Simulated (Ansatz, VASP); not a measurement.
**C: VASP beside Ansatz**

```
C
1.0
     0.00000    1.78574    1.78574
     1.78574    0.00000    1.78574
     1.78574    1.78574    0.00000
C
2
Direct
  0.50000 0.50000 0.50000
  0.75000 0.75000 0.75000
```

This isn't the form of C at room conditions, which is graphite.

Alike in both runs: task single point; functional PBE; k mesh 12 × 12 × 12; occupations gaussian, width 0.05 eV; no spin polarisation.

|  | VASP | Ansatz |
| --- | --- | --- |
| version | VASP 6.6.1 | Ansatz 0.2.0 |
| potentials or method | VASP PAW PBE potentials, release 64 (C) | scalar-relativistic, plane waves, PAW |
| plane-wave cutoff (eV) | 520 | 420 |
| valence electrons in the cell | 8 | 8 |

Ansatz gave:

| Item | Value |
| --- | --- |
| gap on the k mesh at the Fermi level (eV) | 4.15 |
| least direct gap on the mesh (eV) | 5.58 |
| pressure (GPa) | 0.0 |

Question: Estimate VASP's values.

Answer: gap on the k mesh at the Fermi level (eV): 4.14; least direct gap on the mesh (eV): 5.58; pressure (GPa): 0.7.
